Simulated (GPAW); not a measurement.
**Ga in GPAW: convergence with smearing width (eV)**

The system is Ga.

```xyz
1
Lattice="-1.3844 1.3844 2.3112 1.3844 -1.3844 2.3112 1.3844 1.3844 -2.3112" Properties=species:S:1:pos:R:3 pbc="T T T"
Ga    0.0000    0.0000    0.0000
```

This isn't the form of Ga at room conditions, which is orthorhombic.

```yaml
Program: GPAW 26.7.0
Task: convergence study
Functional: PBEsol
Potentials_or_basis: PAW data sets generated in the run's folder for this functional
Cutoff: 600 eV
Basis: pw
k_mesh: 10 × 10 × 10
Occupations: methfessel-paxton, width 0.5 eV
Spin: no spin polarisation
```

These are the settings of the first run; the series varies smearing width (eV), with any setting tied to it.

Hardware: 1 thread of Arm Neoverse V1, with other jobs on the host.

**Question.** The values tried are 0.5, 0.3, 0.2, 0.15, 0.1, 0.05, 0.025, 0.01, loosest first. From which on does the pressure stay within 0.1 GPa of the tightest run that finished?

**Answer.** From 0.2 on.

```tsv
smearing width (eV)	energy less the tightest run, at zero smearing (meV/atom)	pressure (GPa)	SCF cycles	CPU time (s)	peak memory (GiB)
0.5	-0.80	0.51	8	12	0.13
0.3	-0.43	0.55	8	12	0.13
0.2	-0.45	0.53	8	12	0.13
0.15	-0.47	0.50	8	12	0.13
0.1	-0.27	0.49	8	12	0.13
0.05	-0.07	0.49	8	12	0.13
0.025	-0.04	0.48	8	12	0.13
0.01	0.00	0.44	8	12	0.13
```

Against the tightest run, the energy stays within 1 meV/atom from 0.5 on. Narrower smearing needs a denser k mesh, so at a fixed mesh the narrowest width isn't the most accurate. The tightest run that finished is the yardstick and may itself not be fully converged.

Caveat, for the tightest run too: this smearing can pin the Fermi level at a band edge.
